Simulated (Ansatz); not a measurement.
**Mg2Si: which shells make which states**

```
CELL_PARAMETERS angstrom
0.00000 3.19500 3.19500
3.19500 0.00000 3.19500
3.19500 3.19500 0.00000
ATOMIC_POSITIONS crystal
Mg 0.25000 0.25000 0.25000
Mg 0.75000 0.75000 0.75000
Si 0.00000 0.00000 0.00000
```

Atom numbers follow the list: Mg1, Mg2, Si3.

The cell is COD entry 9009039, as deposited and not checked against the literature; nothing was relaxed. It differs from other determinations.

Method: Ansatz 0.2.0, DFT, PBEsol, all-electron LAPW, scalar-relativistic.

Numerical set-up: a Γ-centred 9×9×9 k mesh, Fermi–Dirac smearing of 0.05 eV, basis error target 0.5 meV/atom, no spin polarisation.

Weights are projections on a minimal set of Löwdin-orthogonalised atomic shells, summed over atoms of an element; the rest lies outside that basis, and weights on diffuse cation s shells are inflated where empty shells are missing from it. Energies are in eV from the valence-band top.

Points: X (0.500, 0.000, 0.500), Γ (0.000, 0.000, 0.000).

```json
{"state": "X, -7.09 eV", "character": "Si 3s 96 %"}
{"state": "X, -4.39 eV", "character": "?"}
{"state": "X, -1.92 eV (×2)", "character": "?"}
{"state": "Γ, -9.04 eV", "character": "?"}
{"state": "Γ, 0.00 eV (×3)", "character": "?"}
```

Task: What belongs in the row "X, -1.92 eV (×2)", column "character"?

Result: Si 3p 92 %.

Task: What belongs in the row "Γ, -9.04 eV", column "character"?

Result: Mg 3s 59 %, Si 3s 39 %.

Task: Give the missing entry: row "Γ, 0.00 eV (×3)", column "character".

Result: Si 3p 97 %.

Task: Fill in "character" for the row "X, -4.39 eV".

Result: Si 3p 56 %, Mg 3s 43 %.
